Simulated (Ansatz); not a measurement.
# SiO2: the cost of one run

All numbers below are computed with Ansatz 0.2.0 (DFT PBE, scalar-relativistic, plane waves, PAW).

## 1. The starting structure

The cell holds 18 atoms (O12Si6): a = 6.350 Å, b = 6.482 Å, c = 6.335 Å, α = 94.73°, β = 87.08°, γ = 93.08°.

It is the last frame of an earlier stage of the same melt, run at 3400 K.

The coordinates stand in the first input below.

## 2. A single point on the frame at 3400 K

The electrons keep the Fermi-Dirac width of that temperature.

File input.yaml:

```yaml
crystal:
  lattice:
    - [6.345479, -0.169315, 0.158282]
    - [-0.169315, 6.474183, -0.262224]
    - [0.158282, -0.262224, 6.328008]
  atoms:
    - { symbol: Si, position: [0.5263633691, 0.4957226513, 0.917837542] }
    - { symbol: Si, position: [0.1836774971, 0.1805804701, 0.7748582341] }
    - { symbol: Si, position: [0.2835281838, 0.7585873369, 0.2382176373] }
    - { symbol: Si, position: [0.8696958658, 0.2781505249, 0.0500052533] }
    - { symbol: Si, position: [0.9330926885, 0.0290487192, 0.3961142986] }
    - { symbol: Si, position: [0.3078671281, 0.7390281584, 0.6160903657] }
    - { symbol: O, position: [0.4261157465, 0.5820649647, 0.1094880992] }
    - { symbol: O, position: [0.8139740327, 0.1825077326, 0.2565493946] }
    - { symbol: O, position: [0.2180657211, 0.5737455983, 0.4487132657] }
    - { symbol: O, position: [0.3894022195, 0.924903045, 0.4058479122] }
    - { symbol: O, position: [0.1305525812, 0.2503932288, 0.06472477] }
    - { symbol: O, position: [0.3955360361, 0.3058674785, 0.7371538279] }
    - { symbol: O, position: [0.0199761676, 0.803605278, 0.2101399226] }
    - { symbol: O, position: [0.8894840439, 0.8653018924, 0.5463619299] }
    - { symbol: O, position: [0.7679152331, 0.4094310407, 0.8903159985] }
    - { symbol: O, position: [0.262169462, 0.9345628478, 0.7776136484] }
    - { symbol: O, position: [0.4973831019, 0.6747194795, 0.7636285965] }
    - { symbol: O, position: [0.0415846873, 0.2078329313, 0.5935937579] }
basis:
  ecutwfc: 420
kpoints:
  mp_grid: { grid: [3, 3, 3] }
hamiltonian:
  xc: pbe
scf:
  occupations: { method: fermi_dirac, width: 0.293 }
output:
  forces: true
  stress: true
  eigenvalues: true
  populations: true
```

Run with:

```sh
ansatz run input.yaml --threads 2 --pin off --max-ram 5120MiB --backend cpu --events-out ev --progress --plain --runs-dir out
```

What time and memory should one allow on 2 threads of Intel Xeon at 2.50GHz (Skylake/Cascade Lake), shared host?

About 35 s, with a peak of 0.64 GiB.
